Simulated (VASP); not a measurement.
# Na (Pm-3m) in VASP: single point with r2SCAN

Aim: the single point of Na with r2SCAN.

Everything below comes from runs of VASP 6.6.1. Logs are shortened: lines on timing, memory, paths and dates and some standing lists are left out, and cuts for length are marked.

## Step 1: Starting point

It takes space group Pm-3m (No. 221, cubic). Conventional cell: a = 7.023 Å, b = 7.023 Å, c = 7.023 Å, α = 90.00°, β = 90.00°, γ = 90.00°.

This isn't the form of Na at room conditions, which is bcc.

## Step 2: Single point, r2SCAN

Input file POSCAR:

```
Na
1.0
    7.0233428623      0.0000000000      0.0000000000
    0.0000000000      7.0233428623      0.0000000000
    0.0000000000      0.0000000000      7.0233428623
Na
1
Direct
    0.0000000000      0.0000000000      0.0000000000
```

Input file INCAR.step1:

```
SYSTEM = Na
ALGO = Normal ; EDIFF = 1E-4
ENCUT = 520 ; GGA = PE
ISMEAR = 0 ; LASPH = .True.
LCHARG = .False. ; LREAL = .False.
LWAVE = .True. ; NBANDS = 10
NELM = 100 ; PREC = Accurate
SIGMA = 0.15
```

Input file INCAR.step2:

```
SYSTEM = Na
ALGO = Normal ; EDIFF = 1E-7
ENCUT = 520 ; ISIF = 2
ISMEAR = 0 ; ISTART = 1
LASPH = .True. ; LCHARG = .False.
LMIXTAU = .True. ; LREAL = .False.
LWAVE = .False. ; METAGGA = R2SCAN
NBANDS = 10 ; NELM = 100
PREC = Accurate ; SIGMA = 0.15
```

Input file KPOINTS:

```
k-points
0
Gamma
  8 8 8
  0 0 0
```

Potentials or basis: VASP PAW PBE potentials, release 64 (Na_pv).

Command:

```
$ cat potpaw_PBE.64/Na_pv/POTCAR > POTCAR
$ cp INCAR.step1 INCAR
$ mpirun -np 1 vasp_std > vasp.out
$ cp INCAR.step2 INCAR
$ mpirun -np 1 vasp_std > vasp.out
```

OUTCAR:

```text
SYSTEM = Na
   EDIFF = 1E-7
   ENCUT = 520
   ISIF = 2
   ISMEAR = 0
   ISTART = 1
   LASPH = .True.
   LREAL = .False.
   METAGGA = R2SCAN
   NELM = 100
   PREC = Accurate

 ion  position               nearest neighbor table
   1  0.000  0.000  0.000-

  LATTYP: Found a simple cubic cell.
 ALAT       =     7.0233428623

  Lattice vectors:

 A1 = (   7.0233428623,   0.0000000000,   0.0000000000)
 A2 = (   0.0000000000,   7.0233428623,   0.0000000000)
 A3 = (   0.0000000000,   0.0000000000,   7.0233428623)

Analysis of symmetry for initial positions (statically):
=====================================================================
 Subroutine PRICEL returns:
 Original cell was already a primitive cell.

 Routine SETGRP: Setting up the symmetry group for a
 simple cubic supercell.

 Subroutine GETGRP returns: Found 48 space group operations
 (whereof 48 operations were pure point group operations)
 out of a pool of 48 trial point group operations.

The static configuration has the point symmetry O_h .

Analysis of symmetry for dynamics (positions and initial velocities):
=====================================================================
 Subroutine PRICEL returns:
 Original cell was already a primitive cell.

 Routine SETGRP: Setting up the symmetry group for a
 simple cubic supercell.

 Subroutine GETGRP returns: Found 48 space group operations
 (whereof 48 operations were pure point group operations)
 out of a pool of 48 trial point group operations.

The dynamic configuration has the point symmetry O_h .

 Subroutine INISYM returns: Found 48 space group operations
 (whereof 48 operations are pure point group operations),
 and found     1 'primitive' translations

----------------------------------------------------------------------------------------

                                     Primitive cell

  volume of cell :     346.4429

  direct lattice vectors                    reciprocal lattice vectors
     7.023342862  0.000000000  0.000000000     0.142382341  0.000000000  0.000000000
     0.000000000  7.023342862  0.000000000     0.000000000  0.142382341  0.000000000
     0.000000000  0.000000000  7.023342862     0.000000000  0.000000000  0.142382341

  length of vectors
     7.023342862  7.023342862  7.023342862     0.142382341  0.142382341  0.142382341

  position of ions in fractional coordinates (direct lattice)
     0.000000000  0.000000000  0.000000000

  ion indices of the primitive-cell ions
   primitive index   ion index
                 1           1

----------------------------------------------------------------------------------------

 KPOINTS: k-points

Automatic generation of k-mesh.
 Grid dimensions read from file:
 generate k-points for:    8    8    8

 Generating k-lattice:

  Cartesian coordinates                     Fractional coordinates (reciprocal lattice)
     0.017797793  0.000000000  0.000000000     0.125000000  0.000000000  0.000000000
     0.000000000  0.017797793  0.000000000     0.000000000  0.125000000  0.000000000
     0.000000000  0.000000000  0.017797793     0.000000000  0.000000000  0.125000000

  Length of vectors
     0.017797793  0.017797793  0.017797793

  Shift w.r.t. Gamma in fractional coordinates (k-lattice)
     0.000000000  0.000000000  0.000000000

 Subroutine IBZKPT returns following result:
 ===========================================

 Found     35 irreducible k-points:

 Following reciprocal coordinates:
            Coordinates               Weight
  0.000000  0.000000  0.000000      1.000000
  0.125000  0.000000  0.000000      6.000000
  0.250000  0.000000  0.000000      6.000000
  0.375000  0.000000  0.000000      6.000000
  0.500000  0.000000  0.000000      3.000000
  0.125000  0.125000  0.000000     12.000000
[... 16 lines left out ...]
  0.375000  0.375000  0.125000     24.000000
  0.500000  0.375000  0.125000     24.000000
 [... further k-points ...]
   k-points           NKPTS =     35   k-points in BZ     NKDIM =     35   number of bands    NBANDS=     10
   number of dos      NEDOS =    301   number of ions     NIONS =      1
   total plane-waves  NPLWV = 157464
   dimension x,y,z NGX =    54 NGY =   54 NGZ =   54
   dimension x,y,z NGXF=   108 NGYF=  108 NGZF=  108
   ions per type =               1
   NGX,Y,Z   is equivalent  to a cutoff of  12.78, 12.78, 12.78 a.u.
   NGXF,Y,Z  is equivalent  to a cutoff of  25.56, 25.56, 25.56 a.u.
 SYSTEM =  Na
   PREC   = accura    normal or accurate (medium, high low for compatibility)
   ISTART =      1    job   : 0-new  1-cont  2-samecut
   ICHARG =      0    charge: 1-file 2-atom 10-const
   ISPIN  =      1    spin polarized calculation?
   LNONCOLLINEAR =      F non collinear calculations
   LSORBIT =      F    spin-orbit coupling
   LASPH  =      T    aspherical Exc in radial PAW
   ENCUT  =  520.0 eV  38.22 Ry    6.18 a.u.  13.06 13.06 13.06*2*pi/ulx,y,z
   NELM   =    100;   NELMIN=  2; NELMDL=  0     # of ELM steps
   EDIFF  = 0.1E-06   stopping-criterion for ELM
   LREAL  =      F    real-space projection
   EDIFFG = 0.1E-05   stopping-criterion for IOM
   NSW    =      0    number of steps for IOM
   IBRION =     -1    ionic relax: 0-MD 1-quasi-New 2-CG
   NFREE  =      0    steps in history (QN), initial steepest desc. (CG)
   ISIF   =      2    stress and relaxation
   ISYM   =      2    0-nonsym 1-usesym 2-fastsym
   POTIM  = 0.5000    time-step for ionic-motion
   TEBEG  =    0.0;   TEEND  =   0.0 temperature during run
   PSTRESS=    0.0 pullay stress
   NELECT =       7.0000    total number of electrons
   NUPDOWN=      -1.0000    fix difference up-down
   EMIN   =  10.00;   EMAX   =-10.00  energy-range for DOS
   EFERMI =   0.00;   METHOD = LEGACY
   ISMEAR =     0;   SIGMA  =   0.15  broadening in eV -4-tet -1-fermi 0-gaus
   EFERMI_NEDOS =   21; number of points for ismear=-14 and -15
   IALGO  =     38    algorithm
   IMIX   =      4    mixing-type and parameters
     AMIX     =   0.40;   BMIX     =  1.00
     AMIX_MAG =   1.60;   BMIX_MAG =  1.00
  volume/ion in A,a.u.               =     346.44      2337.91
  Fermi-wavevector in a.u.,A,eV,Ry     =   0.445893  0.842615  2.705114  0.198820
  Thomas-Fermi vector in A             =   1.423866
   LORBIT       =      0    0 simple, 1 ext, 2 COOP (PROOUT), +10 PAW based schemes
   METAGGA = R2SCAN    functional components
   LHFCALC =     F    Hartree Fock is set to
   AEXX    =    0.0000 exact exchange contribution
   IVDW    =     0    specifies the selected vdW correction
   LEPSILON=     F    determine dielectric tensor
   LRPA    =     F    only Hartree local field effects (RPA)
 non-spin polarized calculation
 Gauss-broadening in eV      SIGMA  =   0.15
  energy-cutoff  :      520.00
  volume of cell :      346.44
 maximum number of plane-waves:      9358
 NGX is ok and might be reduce to    54
   NGX = 27   NGY = 27   NGZ = 27

 number of electron       7.0000020 magnetization

 Free energy of the ion-electron system (eV)
  ---------------------------------------------------
  ext. energy  EPLUGINS =         0.00000000
  ---------------------------------------------------
  free energy    TOTEN  =        -2.31983472 eV

  energy without entropy =       -2.28285372  energy(sigma->0) =       -2.30134422

 E-fermi :  -2.2988     XC(G=0):  -2.5119

 val. band max:       -2.3106825989   @ k =   0.3750   0.2500   0.1250
 cond. band min:      -2.2772417216   @ k =   0.5000   0.2500   0.0000
 fundamental gap:      0.0334408774
 Fermi energy:        -2.2988278478

 k-point     1 :       0.0000    0.0000    0.0000
  band No.  band energies     occupation
      1     -29.7191      2.00000
      2     -29.7191      2.00000
      3     -29.7191      2.00000
      4      -2.7686      1.99999
      5       0.5338      0.00000
      6       0.5338      0.00000
      7       0.5338      0.00000
      8       0.9336      0.00000
      9       1.4155      0.00000
     10       1.4155      0.00000

 k-point     2 :       0.1250    0.0000    0.0000
  band No.  band energies     occupation
      1     -29.7191      2.00000
      2     -29.7191      2.00000
      3     -29.7191      2.00000
      4      -2.7304      1.99995
      5       0.0722      0.00000
      6       0.5681      0.00000
      7       0.5681      0.00000
      8       1.0991      0.00000
      9       1.4594      0.00000
     10       1.8496      0.00000

 k-point     3 :       0.2500    0.0000    0.0000
  band No.  band energies     occupation
      1     -29.7191      2.00000
      2     -29.7191      2.00000
      3     -29.7191      2.00000
      4      -2.6246      1.99787
      5      -0.4946      0.00000
      6       0.6617      0.00000
      7       0.6617      0.00000
      8       1.2672      0.00000
      9       1.5852      0.00000
     10       2.5037      0.00000

 k-point     4 :       0.3750    0.0000    0.0000
  band No.  band energies     occupation
      1     -29.7191      2.00000
      2     -29.7191      2.00000
      3     -29.7191      2.00000
      4      -2.4885      1.92630
      5      -0.9201      0.00000
      6       0.7776      0.00000
      7       0.7776      0.00000
      8       1.5007      0.00000
      9       1.7621      0.00000
     10       2.3159      0.00000
[... 222 lines left out ...]
 k-point    22 :       0.5000    0.2500    0.1250
  band No.  band energies     occupation
      1     -29.7191      2.00000
      2     -29.7191      2.00000
      3     -29.7191      2.00000
      4      -2.2404      0.58144
      5      -0.8894      0.00000
      6      -0.0613      0.00000
      7       0.5798      0.00000
      8       1.0344      0.00000
      9       1.8499      0.00000
     10       2.3796      0.00000

 k-point    23 :       0.3750    0.3750    0.1250
  band No.  band energies     occupation
      1     -29.7191      2.00000
      2     -29.7191      2.00000
      3     -29.7191      2.00000
      4      -2.1796      0.26105
      5      -0.5878      0.00000
      6      -0.5396      0.00000
      7       0.6334      0.00000
      8       0.7785      0.00000
      9       2.0947      0.00000
     10       2.2665      0.00000

 k-point    24 :       0.5000    0.3750    0.1250
  band No.  band energies     occupation
      1     -29.7191      2.00000
      2     -29.7191      2.00000
      3     -29.7191      2.00000
      4      -2.1113      0.07699
      5      -0.7294      0.00000
      6      -0.4737      0.00000
      7       0.5918      0.00000
      8       0.7012      0.00000
      9       2.0355      0.00000
     10       2.2943      0.00000

 [... further k-points ...]

------------------------ aborting loop because EDIFF is reached ----------------------------------------

  FORCE on cell =-STRESS in cart. coord.  units (eV):
  Direction    XX          YY          ZZ          XY          YZ          ZX
  --------------------------------------------------------------------------------------
  -------------------------------------------------------------------------------------
  Total       -0.2922428     -0.2922428     -0.2922428     -0.0000000     -0.0000000      0.0000000
  in kB       -1.3515211     -1.3515211     -1.3515211     -0.0000000     -0.0000000      0.0000000
  external PRESSURE =      -1.3515211 kB  Pullay stress =       0.0000000 kB

 VOLUME and BASIS-vectors are now :
 -----------------------------------------------------------------------------
  energy-cutoff  :      520.00
  volume of cell :      346.44
      direct lattice vectors                 reciprocal lattice vectors
     7.023342862  0.000000000  0.000000000     0.142382341  0.000000000  0.000000000
     0.000000000  7.023342862  0.000000000     0.000000000  0.142382341  0.000000000
     0.000000000  0.000000000  7.023342862     0.000000000  0.000000000  0.142382341

 POSITION                                       TOTAL-FORCE (eV/Angst)
 -----------------------------------------------------------------------------------
      0.00000      0.00000      0.00000         0.000000      0.000000      0.000000
 -----------------------------------------------------------------------------------
    total drift:                                0.000000     -0.000000     -0.000000

  FREE ENERGIE OF THE ION-ELECTRON SYSTEM (eV)
  ---------------------------------------------------
  free  energy   TOTEN  =        -2.3198347247 eV

  energy  without entropy=       -2.2828537181  energy(sigma->0) =       -2.30134422
```

It took 5 min on 1 thread of Intel Xeon 6975P-C (Granite Rapids), shared host; peak memory 0.46 GiB.

Results:

| Item | Value |
| --- | --- |
| Free energy | -2.3198 eV |
| Pressure | -0.1 GPa |
| Band gap on the k mesh | none (metal or under the smearing width) |

Caveat: the PAW data sets were made with another functional, which shifts forces and pressure a little.
